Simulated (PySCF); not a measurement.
**Two probes of the same atoms: core binding energy and nuclear shielding**

Compound: propionaldehyde, C3H6O.
SMILES with atom numbers: `[CH3:1][CH2:2][CH:3]=[O:4]`

Binding energies: delta-SCF UKS SCAN, pcX-2 on the ionised atom, pcseg-1 elsewhere, spin-free X2C in PySCF 2.14.0. Shieldings: GIAO PBE0/pcSseg-1, non-relativistic, same geometry.

```csv
atom,isotropic shielding (ppm)
C1,179.2
C2,143.9
C3,-18.9
```

Problem. What are the C 1s binding energies of these atoms?

Solution. 
```
atom                    environment  C 1s (eV)  isotropic shielding (ppm)
  C1                  methyl carbon     290.83                      179.2
  C2  sp3 carbon next to a carbonyl     291.23                      143.9
  C3                aldehyde carbon     293.65                      -18.9
```

Problem. Among the listed atoms, is the one with the highest binding energy also the least shielded?

Solution. Yes: C3 has both (293.65 eV, -18.9 ppm).

By binding energy: C1 < C2 < C3. By shielding: C3 < C2 < C1.

The structure is a single GFN2-xTB conformer in the gas phase; no vibrational or solvent corrections.

Shape of the structure used: `[CH3:1][CH2:2][CH:3]=[O:4]`: C1–C2–C3–O4 0°.
